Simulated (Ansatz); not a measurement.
A calculation with Ansatz 0.2.0 of Pb (ASE script, Cartesian positions):

run.py

```python
import json

import ase.io
import numpy as np

import ansatz as az

atoms = ase.io.read("Pb.xyz")

calculation = (
    az.Crystal.from_ase(atoms)
    .calculation()
    .kpoints(9, 9, 9)
    .functional("pbe", dispersion="d3bj")
    .pseudopotentials(kind="paw", source="ansatz")
    .occupations(method="fermi_dirac", width=0.025)
    .density()
    .potential()
    .output_files(volumetric_format="npy")
    .electron_localization_function()
    .forces()
    .stress()
    .band_table(publish=True)
)
outcome = calculation.run(threads=2, events_out="events.jsonl")

report = outcome.report
for line in open("events.jsonl"):
    event = json.loads(line)
    if event["event"] == "scf_iter":
        d = event["data"]
        print(f"SCF {d['iter']:3d}  HF = {d['harris_foulkes_ev']:.6f} eV  dr2 = {d['dr2_ev']:.2e} eV")
    elif event["event"] in ("relax_step", "md_step"):
        d = event["data"]
        print(f"{event['event']} {d['step']:3d}  E = {d['lagrangian_ev']:.6f} eV")
np.set_printoptions(precision=5, suppress=True, linewidth=110)
print("converged:", report["converged"], "after", report["n_iterations"], "iterations")
print(f"free energy {report['free_energy_ev']:.6f} eV, Fermi level {report['fermi_energy_ev']:.4f} eV")
for key in ("band_edges_ev", "magnetization_mub", "site_moments_mub", "site_moments_nc_mub", "forces_ev_ang",
                "stress_gpa"):
    if report.get(key) is not None:
        print(key, np.array(report[key]), sep="\n")
```

The input Pb.xyz:

```xyz
1
Lattice="0.0000000000 2.3717719949 2.3717719949 2.3717719949 0.0000000000 2.3717719949 2.3717719949 2.3717719949 0.0000000000" Properties=species:S:1:pos:R:3 pbc="T T T"
Pb     0.0000000000      0.0000000000      0.0000000000
```

Potentials or basis: Ansatz PAW earlier set.

Command:

```console
$ python run.py
```

The cell isn't the ideal one: volume scaled by 0.88.

Question: Write the same calculation in another form: native input, structure typed inline.

Answer: As run:

input.yaml

```yaml
crystal:
  lattice:
    - [0.0, 2.3717719949, 2.3717719949]
    - [2.3717719949, 0.0, 2.3717719949]
    - [2.3717719949, 2.3717719949, 0.0]
  atoms:
    - { symbol: Pb, position: [0.0, 0.0, 0.0] }
hamiltonian:
  xc: pbe
  pseudopotentials: { kind: paw, source: ansatz }
  dispersion: d3bj
kpoints:
  mp_grid: { grid: [9, 9, 9] }
scf:
  occupations: { method: fermi_dirac, width: 0.025 }
output:
  forces: true
  stress: true
  eigenvalues: true
  write_density: true
  write_potential: true
  elf: true
  volumetric_format: npy
```

Potentials or basis: Ansatz PAW earlier set.

The run is started by

```console
$ ansatz run input.yaml --threads 2 --pin off --max-ram 5120MiB --backend cpu --events-out ev --progress --plain --runs-dir out
```

Both were run:

|  | ASE script, Cartesian positions | native input, structure typed inline |
| --- | --- | --- |
| Pressure | 8.4 GPa | 8.4 GPa |
| Band gap on the k mesh | none (metal or under the smearing width) | none (metal or under the smearing width) |

Keys that steer only the numerical path or the files written may differ.

Caveat: pairwise dispersion overbinds metals, which lowers pressure and volume.
